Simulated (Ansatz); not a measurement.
Runs of Ansatz 0.2.0 on CuI. It takes space group P4/nmm (No. 129, tetragonal). Conventional cell: a = 4.090 Å, b = 4.090 Å, c = 6.551 Å, α = 90.00°, β = 90.00°, γ = 90.00°. I (site symmetry 4mm) is surrounded by 4 Cu at 2.65 Å. Around Cu (site symmetry -4m2) lie 4 I at 2.65 Å and 4 Cu at 2.89 Å. Measurements of this composition are mostly on another form, of space group No. 216.

```csv
potentials or basis,cutoff (eV),basis error allowed,gap on the mesh (eV),pressure (GPa),largest force (eV/Å)
"all-electron LAPW, scalar-relativistic",255,0.002 eV/atom,1.49,-1.7,0.23
all-electron PAW datasets made for the crystal,220,-,1.49,-1.7,0.23
"all-electron LAPW, inner shells corrected to Dirac's equation",255,0.002 eV/atom,1.49,-1.6,0.23
"all-electron LAPW, non-relativistic",255,0.002 eV/atom,2.31,-0.7,(a)
```

Alike in all rows: task band structure; level PBEsol; no spin polarisation; cell as given; k mesh 7 × 7 × 4; smearing fermi-dirac 0.05 eV.

Q: Estimate the missing entries.

A: (a) 0.16.

Caveats: spin-orbit coupling is left out, which moves the levels of the heavy elements; this functional lacks dispersion, which binds the layers, so the pressure and a relaxed spacing across them are unreliable; relativity is left out, which matters for the heavier elements (some runs).

A k mesh can miss the band edges, and the runs leave out spin-orbit coupling on I.

The runs don't all hold the same shells in valence.
